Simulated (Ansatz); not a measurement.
The system is KF (Carobbiite).

```
K F
1.0
     0.00000    2.67185    2.67185
     2.67185    0.00000    2.67185
     2.67185    2.67185    0.00000
K F
1 1
Direct
  0.00000 0.00000 0.00000
  0.50000 0.50000 0.50000
```

Base run:

| Item | Value |
| --- | --- |
| Program | Ansatz 0.2.0 |
| Functional | PBE |
| Potentials or basis | all-electron PAW datasets made for the crystal |
| Cutoff | 280 eV |
| Density cutoff | 1120 eV |
| k mesh | 6 × 6 × 6 |
| Occupations | fermi-dirac, width 0.05 eV |
| Spin | no spin polarisation |

Its results: band gap on the k mesh 6.18 eV, direct.

Task: The run is repeated on the same cell with these changes: functional from PBE to PBE0; cutoff from 280 eV to 310 eV; density cutoff from 1120 eV to 1240 eV. What comes out?

Result: Band gap on the k mesh 8.95 eV, direct.

PBE0 gives the wider gap, since exact exchange removes part of the self-interaction.

A k mesh can miss the band edges.

Not every run made on this cell is shown here.
